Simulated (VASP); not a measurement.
This VASP 6.6.1 run on KBr needs a look.

File run.py:

```python
from ase.calculators.vasp import Vasp
from ase.dft.bandgap import bandgap
from ase.spacegroup import crystal

atoms = crystal(
    ['Br', 'K'],
    basis=[[0.5, 0.0, 0.0], [0.0, 0.0, 0.0]],
    spacegroup=225,
    setting=1,
    cellpar=[6.6, 6.6, 6.6, 90.0, 90.0, 90.0],
    primitive_cell=True,
)
calc = Vasp(
    directory='calc',
    xc='rev-vdw-df2',
    pp='PBE',
    setups='recommended',
    prec='Accurate',
    encut=520,
    ediff=1e-07,
    ismear=-1,
    sigma=0.05,
    lreal=False,
    lasph=True,
    nelm=70,
    algo='Normal',
    isif=2,
    lwave=False,
    lcharg=True,
    magmom=[1.0],
    lorbit=11,
    lsorbit=True,
    gga_compat=False,
    ispin=2,
    kpts=[5, 5, 5],
    gamma=True,
)
atoms.calc = calc

print('energy (eV):', atoms.get_potential_energy())
print('free energy (eV):', atoms.get_potential_energy(force_consistent=True))
efermi = calc.get_fermi_level()
print('Fermi level (eV):', efermi)
path = atoms.cell.bandpath(npoints=60, eps=1e-4)
print('path:', path.path)
calc.set(kpts=path.kpts, reciprocal=True, icharg=11, isym=0, lcharg=False)
calc.calculate(atoms)
print('gap on the path (eV):', bandgap(calc, efermi=efermi)[0])
print('direct gap on the path (eV):', bandgap(calc, efermi=efermi, direct=True)[0])
```

Potentials or basis: VASP PAW PBE potentials, release 64 (Br, K_sv).

Command:

```console
$ python run.py
```

Output:

```text
Traceback (most recent call last):
  ...
ValueError: Expected length of magmom tag to be 2, i.e. 1 value per atom, but got 1
```

What happened, and what is wrong with the input?

The input was rejected before any iteration. The input holds a flaw that was put in on purpose: wrong count of starting moments (ISPIN = 2; MAGMOM = 1.0).
